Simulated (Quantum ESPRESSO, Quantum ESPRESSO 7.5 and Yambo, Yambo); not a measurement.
**GaP (F-43m): G0W0 on several meshes in Yambo**

Wanted: mesh dependence and cost of G0W0 for GaP (F-43m).

Calculated with Quantum ESPRESSO 7.5 and Yambo 5.3.0; PBE and many-body steps on it, plane waves.

## 1. Set-up

It takes space group F-43m (No. 216, cubic). The conventional cell has a = 5.450 Å, b = 5.450 Å, c = 5.450 Å, α = 90.00°, β = 90.00°, γ = 90.00°. Nearest to Ga lie 4 P at 2.36 Å. P has 4 Ga at 2.36 Å nearest. Farther neighbours are not listed.

The cell and positions come from the Crystallography Open Database and are kept as given unless a step says otherwise.

## 2. Empty states on the mesh, 4×4×4 mesh, 490 bands

This step: Quantum ESPRESSO 7.5; DFT, PBE, plane waves, norm-conserving pseudopotentials.

The sums over transitions need many empty states on a uniform mesh; this step solves for them.

Input file pw.in:

```
&control
  calculation = 'nscf'
  prefix = 'x'
  outdir = 'o'
  pseudo_dir = 'pseudo'
/
&system
  ibrav = 0
  nat = 2
  ntyp = 2
  ecutwfc = 104.0
  nbnd = 490
  force_symmorphic = .true.
/
&electrons
  conv_thr = 1e-9
  electron_maxstep = 80
  diago_full_acc = .true.
  diago_thr_init = 5e-6
/
ATOMIC_SPECIES
  Ga 69.723 Ga.upf
  P 30.974 P.upf
CELL_PARAMETERS angstrom
  0.0000000000 2.7252500000 2.7252500000
  2.7252500000 0.0000000000 2.7252500000
  2.7252500000 2.7252500000 0.0000000000
ATOMIC_POSITIONS crystal
  Ga 0.0000000000 0.0000000000 0.0000000000
  P 0.2500000000 0.2500000000 0.2500000000
K_POINTS automatic
  4 4 4 0 0 0
```

On the command line:

```sh
OMP_NUM_THREADS=1 mpirun -n 4 pw.x -nk 4 -in pw.in > pw.out
```

What it wrote:

```text
Program PWSCF v.7.5 starts

     This program is part of the open-source Quantum ESPRESSO suite
     for quantum simulation of materials; please cite
         "P. Giannozzi et al., J. Phys.:Condens. Matter 21 395502 (2009);
         "P. Giannozzi et al., J. Phys.:Condens. Matter 29 465901 (2017);
         "P. Giannozzi et al., J. Chem. Phys. 152 154105 (2020);
     in publications or presentations arising from this work. More details at

     Atomic positions and unit cell read from directory:
     o/x.save/

     Message from routine setup:
[...]
k =-0.3536-0.3536 0.3536 (  4910 PWs)   bands (ev):

[...]
73.2092  75.8608  75.8608  76.0942  76.2736  76.2736  77.2919  79.4084
     [... 50 further rows ...]
   293.4422 293.5627 294.4156 294.4156 294.8803 295.4902 295.4902 295.5191
   296.6438 296.6438

          k = 0.3536 0.0000 0.0000 (  4865 PWs)   bands (ev):

     [... further k-points ...]

     highest occupied, lowest unoccupied level (ev):     8.2046    9.8577

     XML data file, pseudopotentials, collected wavefunctions

=------------------------------------------------------------------------------=
   JOB DONE.
=------------------------------------------------------------------------------=
```

It took 90 s on 4 MPI ranks of Arm Neoverse V1, shared host; peak memory 1.1 GiB.

This step gave:

* gap: 1.653 eV
* k of the valence top: 0, 0, 0
* k of the conduction bottom: 0, -0.5, -0.5
* least direct gap: 1.818 eV
* k points computed: 8
* lowest point of the top converged band, above the valence top: 285.0765 eV

On this mesh the gap is 1.653 eV.

The density comes from a self-consistent run that is not shown.

## 3. Conversion and set-up

This step: Yambo 5.3.0; conversion and set-up on PBE, plane waves, norm-conserving pseudopotentials.

The states are converted to the many-body program's format and the q mesh is built.

On the command line:

```sh
(cd o/x.save; p2y > p2y.log; mv SAVE ../..); yambo > setup.log
```

What it wrote:

```text
 Yambo, version 5.3.0

 [02] CORE Variables Setup
 =========================

  [02.01] Unit cells
  ==================

  Cell kind             :  FCC
  Atoms in the cell     :  Ga  P
  number of Ga atoms    :  1
  number of P  atoms    :  1

  List of atomic masses
  Mass of Ga    :  69.72300
  Mass of P     :  30.97400

  List of atomic coordinates    : [cc]
  Ga1       :  0.000000  0.000000  0.000000  order 1
  P1       :  2.574988  2.574988  2.574988  order 2

  Alat factors          :  5.149976  5.149976  5.149976 [a.u.]
  Direct lattice volume :  273.1780 [a.u.]
[...]
==========================================

 IBZ Q-points                                      :   8
 BZ  Q-points                                      :   64

 K/Q-points units:
 rlu = crystal or reduced units; cc = cartesian coordinates; iku = interal k-units

 Q [1]          [rlu]:  0.000000  0.000000  0.000000
 Q [2]          [rlu]: -0.25926E-17 -0.25926E-17  0.25000
 Q [3]          [rlu]:  0.51853E-17  0.51853E-17 -0.50000
[...]
Q [7]          [rlu]: -0.34504E-17 -0.50000     -0.50000
 Q [8]          [rlu]:  0.250000 -0.500000 -0.250000

  [03.01] X indexes
  =================

   [03.01.01] Sigma indexes
   ========================

 [06] Game Over & Game summary
```

Wall time 3.4 s (1 MPI rank); peak memory 0.25 GiB.

## 4. 4×4×4

G0W0 replaces the xc potential by the self-energy, built once from these orbitals. Only a window of levels is corrected, while the sums run over the empty bands that the input names.

This step: G0W0 on PBE, plane waves, norm-conserving pseudopotentials.

Input file gw2.in:

```
HF_and_locXC
gw0
dyson
ppa
em1d
rim_cut
RandQpts= 1000000
RandGvec= 1 RL
EXXRLvcs= 104 Ry
VXCRLvcs= 416 Ry
Chimod= "HARTREE"
% BndsRnXp
 1 | 207 |
%
NGsBlkXp= 17 Ry
% LongDrXp
 1 | 1 | 1 |
%
% GbndRnge
 1 | 207 |
%
DysSolver= "n"
ExtendOut
PPAPntXp= 27.21138 eV
% QPkrange
 1 | 1 | 12 | 15 |
 7 | 7 | 12 | 15 |
%
```

On the command line:

```sh
OMP_NUM_THREADS=1 mpirun -n 4 yambo -F gw2.in -J gw2 -C gw2 > gw2.log
```

What it wrote:

```text
 Yambo, version 5.3.0

 [02] CORE Variables Setup
 =========================

  [... cell, symmetries and grids as in the set-up ...]

  [02.05] Energies & Occupations
  ==============================

  [X] === General ===
  [X] Electronic Temperature                        :  0.000000  0.000000 [eV K]
  [X] Bosonic    Temperature                        :  0.000000  0.000000 [eV K]
  [X] Finite Temperature mode                       : no
  [X] El. density                                   :  0.64228E+24 [cm-3]
  [X] Fermi Level                                   :  8.204632 [eV]

  [X] === Gaps and Widths ===
  [X] Conduction Band Min                           :  1.653057 [eV]
  [X] Valence Band Max                              :  0.000000 [eV]
  [X] Filled Bands                                  :  13
  [X] Empty Bands                                   :    14   490
  [X] Direct Gap                                    :  1.817542 [eV]
  [X] Direct Gap localized at k                     :  1
  [X] Indirect Gap                                  :  1.653057 [eV]
  [X] Indirect Gap between kpts                     :   1   7
  [X] Last valence band width                       :  3.419264 [eV]
  [X] 1st conduction band width                     :  3.048655 [eV]

 [03] Transferred momenta grid and indexing
 ==========================================

 IBZ Q-points                                      :   8
 BZ  Q-points                                      :   64

 K/Q-points units:
 rlu = crystal or reduced units; cc = cartesian coordinates; iku = interal k-units

 Q [1]          [rlu]:  0.000000  0.000000  0.000000
 Q [2]          [rlu]: -0.25926E-17 -0.25926E-17  0.25000
 Q [3]          [rlu]:  0.51853E-17  0.51853E-17 -0.50000
 Q [4]          [rlu]:  0.17252E-17  0.25000      0.25000
 Q [5]          [rlu]:  0.64517E-16  0.25000      0.50000
 Q [6]          [rlu]:  0.51853E-17  0.25000     -0.25000
 Q [7]          [rlu]: -0.34504E-17 -0.50000     -0.50000
 Q [8]          [rlu]:  0.250000 -0.500000 -0.250000

 [04] Coloumb potential Random Integration (RIM)
 ===============================================

  [04.01] RIM initialization
  ==========================

  * Diagonal components only detected *

  8 x (sBL volume)        :  0.113502 [a.u.]
  sBZ random points       :  1000000
  Points outside the sBZ  :   7987327
  RL volume               :  0.908017 [a.u.]
  Integrated volume       :  0.909458 [a.u.]

  [04.02] RIM integrals
  =====================

  Gamma point sphere radius             :  0.087825 [a.u.]
  Points outside the sphere             :   799513
  [Int_sBZ(q=0) 1/q^2]*(Vol_sBZ)^(-1/3) =:  7.764325
                                 should be <:  7.795600

  Summary of Coulomb integrals for non-metallic bands |Q|[au] RIM/Bare

  Q [1] 0.100000E-4 0.995988 * Q [2] 0.264147 1.066458
  Q [4] 0.305010 1.065091 * Q [6] 0.431350 1.027253
  Q [5] 0.505803 1.020682 * Q [3] 0.528294 1.017918
  Q [7] 0.610021 1.014689 * Q [8] 0.682024 1.011759

 [WARNING] [Xp] User bands 1-207 break level degeneracy

 [05] Dipoles
 ============

  [05.01] Setup: observables and procedures
  =========================================

 [06] Dynamic Dielectric Matrix (PPA)
 ====================================

 [WR./gw2//ndb.pp]---------------------------------------------------------------
  Brillouin Zone Q/K grids (IBZ/BZ)                :    8   64    8   64
  RL vectors                                       :   5961 [WF]
  Coulomb cutoff potential                         : none
  Electronic Temperature                           :  0.000000 [K]
  Bosonic    Temperature                           :  0.000000 [K]
  PPA    diel. fun.  energies                      : Perdew, Burke & Ernzerhof(X)+Perdew, Burke & Ernzerhof(C)
  wavefunctions                                    : Perdew, Burke & Ernzerhof(X)+Perdew, Burke & Ernzerhof(C)
  Global Gauge                                     : length
  X matrix size                                    :   339
  X band range                                     :    1  207
  X e/h energy range                               : -1.000000 -1.000000 [eV]
  X Time ordering                                  : R
  X Hxc Kernel                                     : HARTREE
  X Drude frequency                                :  0.000000  0.000000
  X poles                                          :  100.0000 [o/o]
  RL vectors in the sum                            :   5961
  [r,Vnl] included                                 : yes
  Field direction                                  :  0.577350E-5  0.577350E-5  0.577350E-5
  BZ energy Double Grid                            : no
  BZ energy DbGd points                            : 0
  BZ Q point size factor                           : -1.000000
  X Optical Averaged directions                    : none

 [07] Local Exchange-Correlation + Non-Local Fock
 ================================================

 [VXC] Plane waves :   39189
 [EXS] Plane waves :   4957

 QP @ state[ 1 ] K range:  1  1
 QP @ state[ 1 ] b range:  12  15
 QP @ state[ 2 ] K range:   7   7
 QP @ state[ 2 ] b range:  12  15

 [xc] Functional : Perdew, Burke & Ernzerhof(X)+Perdew, Burke & Ernzerhof(C)
 [xc] LIBXC used to calculate xc functional
  PP Number of Atomic Species                      :  2
  NLCC RL compoments                               :   39189
  PP Number of Atomic Species                      :  2
  NLCC RL compoments                               :   39189

 [xc] E_xc :  -23.20667 [Ha]
      E_xc :  -46.41333 [Ry]

  Local XC kind (lXC) : Perdew, Burke & Ernzerhof(X)+Perdew, Burke & Ernzerhof(C)
  Non-Local XC kind (nlXC) : Hartree-Fock

  Corrections @ K [1] :  [eV]
 <12|nlXC|12> = -15.17877 -0.47355E-17 <12|lXC|12> = -13.29395 -0.18883E-15
 <13|nlXC|13> = -15.17881 -0.12025E-16 <13|lXC|13> = -13.29395 -0.18881E-15
 <14|nlXC|14> = -8.162741 -0.29493E-17 <14|lXC|14> = -12.70029 -0.94360E-16
 <15|nlXC|15> = -6.788185 -0.40420E-17 <15|lXC|15> = -11.36385 -0.18882E-15

  Corrections @ K [7] :  [eV]
 <12|nlXC|12> = -14.67531 -0.56460E-17 <12|lXC|12> = -11.79687  0.47207E-16
 <13|nlXC|13> = -14.67527 -0.14658E-16 <13|lXC|13> = -11.79687 -0.35393E-16
 <14|nlXC|14> = -5.997074  0.61789E-18 <14|lXC|14> = -9.779896  0.41243E-16
 <15|nlXC|15> = -6.981560 -0.14427E-18 <15|lXC|15> = -10.95918  0.17687E-16

 [08] Dyson equation: Newton solver
 ==================================

  [08.01] G0W0 (W PPA)
  ====================

  [  GW  ] Bands range     :    1  207
  [GW/PPA] G damping       :  0.100000 [eV]

  QP @ state[ 1 ] K range:  1  1
  QP @ state[ 1 ] b range:  12  15
  QP @ state[ 2 ] K range:   7   7
  QP @ state[ 2 ] b range:  12  15

   Sc/G bands                                       :    1  207
   Sc/G damping                                     :  0.100000 ev
   Sc bands terminator                              : no
   Sx RL components                                 :   4957

   QP @ state[ 1 ] K range                          :  1  1
   QP @ state[ 1 ] b range                          :  12  15
   QP @ state[ 2 ] K range                          :   7   7
   QP @ state[ 2 ] b range                          :  12  15
   GF energies kind                                 : Perdew, Burke & Ernzerhof(X)+Perdew, Burke & Ernzerhof(C)
   GF WF`s kind                                     : Perdew, Burke & Ernzerhof(X)+Perdew, Burke & Ernzerhof(C)
   Xs energies kind                                 : Perdew, Burke & Ernzerhof(X)+Perdew, Burke & Ernzerhof(C)
   Xs WF`s kind                                     : Perdew, Burke & Ernzerhof(X)+Perdew, Burke & Ernzerhof(C)

 [11] Game Over & Game summary
```

Run time: 4.3 min. Hardware: 4 MPI ranks; peak memory 1.9 GiB; 17 min of CPU time.

This step gave:

```yaml
g0w0_gap_on_the_points_computed: 2.314 eV
starting_gap_on_the_mesh: 1.653 eV
k_of_the_valence_top: 0, 0, 0
k_of_the_conduction_bottom: 0, -0.5, -0.5
least_direct_g0w0_gap_on_the_computed_points: 2.681 eV
z_at_the_valence_top: 0.7842
z_at_the_conduction_bottom: 0.8088
```

The gap on the mesh goes from 1.65 eV to 2.31 eV, a correction of +0.66 eV.

## 5. Empty states on the mesh, 2×2×2 mesh, 207 bands

This step: Quantum ESPRESSO 7.5; DFT, PBE, plane waves, norm-conserving pseudopotentials.

pw.in: that of step 2 with these lines changed.

```diff
@@ -11,3 +11,3 @@
   ecutwfc = 104.0
-  nbnd = 490
+  nbnd = 207
   force_symmorphic = .true.
@@ -31,2 +31,2 @@
 K_POINTS automatic
-  4 4 4 0 0 0
+  2 2 2 0 0 0
```

On the command line:

```sh
OMP_NUM_THREADS=1 mpirun -n 4 pw.x -nk 4 -in pw.in > pw.out
```

What it wrote:

```text
[banner, memory and clock lines left out]
Program PWSCF v.7.5 starts

     Atomic positions and unit cell read from directory:
     o/x.save/

     Message from routine setup:
     using ibrav=0 with symmetry is DISCOURAGED, use correct ibrav instead

     Message from routine divide_et_impera:
     suboptimal parallelization: some nodes have no k-points

     G-vector sticks info

     bravais-lattice index     =            0
     lattice parameter (alat)  =       7.2832  a.u.
     unit-cell volume          =     273.1780 (a.u.)^3
     number of atoms/cell      =            2
[...]
k =-0.3536-0.3536 0.3536 (  4910 PWs)   bands (ev):

[...]
[... 14 further rows ...]
[...]
160.1908 160.6326 161.0949 161.0949 162.1463 162.1463 162.9330

          k =-0.7071 0.0000 0.0000 (  4880 PWs)   bands (ev):

[...]
73.2799  76.3797  78.2475  78.2914  78.2914  79.6840  81.2691  82.4674
     [... 14 further rows ...]
   150.1968 150.1973 151.4150 151.4150 151.5791 151.6694 152.7994 155.8711
   156.7952 156.7952 157.0284 158.3508 158.3508 159.9586 159.9587

     highest occupied, lowest unoccupied level (ev):     8.2046    9.8577

     XML data file, pseudopotentials, collected wavefunctions
```

Wall time 12 s (4 MPI ranks); peak memory 0.46 GiB; 47 s of CPU time.

This step gave:

| Quantity | Value |
| --- | --- |
| gap | 1.653 eV |
| k of the valence top | 0, 0, 0 |
| k of the conduction bottom | 0, -0.5, -0.5 |
| least direct gap | 1.818 eV |
| k points computed | 3 |
| lowest point of the top converged band, above the valence top | 151.7540 eV |

On this mesh the gap is 1.653 eV.

## 6. Conversion and set-up

This step: Yambo 5.3.0; conversion and set-up on PBE, plane waves, norm-conserving pseudopotentials.

On the command line:

```sh
(cd o/x.save; p2y > p2y.log; mv SAVE ../..); yambo > setup.log
```

What it wrote:

```text
 Yambo, version 5.3.0

 [02] CORE Variables Setup
 =========================

  [02.01] Unit cells
  ==================

  Cell kind             :  FCC
  Atoms in the cell     :  Ga  P
  number of Ga atoms    :  1
  number of P  atoms    :  1

  List of atomic masses
  Mass of Ga    :  69.72300
  Mass of P     :  30.97400

  List of atomic coordinates    : [cc]
  Ga1       :  0.000000  0.000000  0.000000  order 1
  P1       :  2.574988  2.574988  2.574988  order 2

  Alat factors          :  5.149976  5.149976  5.149976 [a.u.]
  Direct lattice volume :  273.1780 [a.u.]
[...]
0.000000  0.000000  0.000000  0.000000  0.000000  0.000000  0.000000  0.000000

 [03] Transferred momenta grid and indexing
 ==========================================

 IBZ Q-points                                      :  3
 BZ  Q-points                                      :   8

 K/Q-points units:
 rlu = crystal or reduced units; cc = cartesian coordinates; iku = interal k-units

 Q [1]          [rlu]:  0.000000  0.000000  0.000000
 Q [2]          [rlu]:  0.51853E-17  0.51853E-17 -0.50000
 Q [3]          [rlu]: -0.34504E-17 -0.50000     -0.50000

  [03.01] X indexes
  =================

   [03.01.01] Sigma indexes
   ========================

 [06] Game Over & Game summary
```

Run time: 3 s. Hardware: 1 MPI rank; peak memory 0.25 GiB.

[end of part 1 of 2]

[Paths, hosts, dates, memory and timing lines, banners, echoed tables and standing remarks are left out of the program output.]

[Logs are printed without paths, hosts, clocks, repeated set-up lines and the standing remarks that a program may print on its own settings, such as how far it seeks lower states.]

[Runs of the session that timed out or met a known fault of the program may be left out.]

[Hosts, paths, dates, database ids (printed as entryN), source tags and the programs' standing remarks are cut or masked in the printed files.]
